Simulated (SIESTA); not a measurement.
**GeS under changes of volume**

One of the cells (20.946 Å³/atom); the others are scaled copies at fixed shape and fractional positions:

```
Ge S
1.0
    10.55041    0.00000    0.00000
     0.00000    3.67015    0.00000
     0.00000    0.00000    4.32747
Ge S
4 4
Direct
  0.87790 0.75000 0.87230
  0.62210 0.25000 0.37230
  0.37790 0.75000 0.62770
  0.12210 0.25000 0.12770
  0.15050 0.75000 0.49770
  0.34950 0.25000 0.99770
  0.65050 0.75000 0.00230
  0.84950 0.25000 0.50230
```

```yaml
Program: SIESTA 5.4.2
Functional: PBE
Potentials_or_basis: PseudoDojo 0.4 standard (PBE files)
Basis: DZP (energy shift 0.003 Ry; two zetas on semicore shells)
Grid_cutoff: 800 Ry
Energy_shift: 0.003 Ry
k_mesh: 3 × 7 × 6
Occupations: fermi-dirac, width 0.05 eV
Spin: no spin polarisation
```

| volume (Å³/atom) | energy over the lowest point (meV/atom) | pressure (GPa) | gap on the mesh (eV) | largest force (eV/Å) |
| --- | --- | --- | --- | --- |
| 19.303 | 65.53 | 9.2 | 0.88 | 1.037 |
| 19.714 | 44.42 | 7.3 | 0.94 | 0.877 |
| 20.124 | ? | ? | ? | ? |
| 20.946 | 7.00 | 2.7 | 1.08 | 0.420 |
| 21.357 | 1.91 | 1.4 | 1.12 | 0.268 |
| 21.767 | 0.00 | 0.2 | 1.16 | 0.140 |

Q: What does the run at 20.124 Å³/atom give?

A: Energy over the lowest point 27.91 meV/atom; pressure 5.6 GPa; gap on the mesh 0.99 eV; largest force 0.709 eV/Å.

Worked out: A Birch-Murnaghan fit of order 3 (a polynomial in V^(-2/3)) to the other rows has its minimum at 21.83 Å³/atom, just outside them, with B0 = V·E''(V) = 59 GPa and B' = 3.8 at fixed shape and positions, which overstates the stiffness. It gives 27.93 meV/atom at 20.124 Å³/atom, against the run's 27.91, and -dE/dV = 5.6 GPa, against 5.6. A straight line through the other rows of the gap, of slope 2.32 eV per unit of ln V (its deformation potential), gives 0.98 eV, against the run's 0.99.

Energies are extrapolated to zero smearing.

Caveats: an odd mesh through Γ misses points on the zone boundary, where band edges often lie; the basis of atomic orbitals isn't converged, which shifts pressures, moduli and gaps; forces of over 1 eV/Å show positions far from the minimum, so gaps and moduli don't describe the material at rest (some runs). Spin-orbit coupling on Ge is left out.
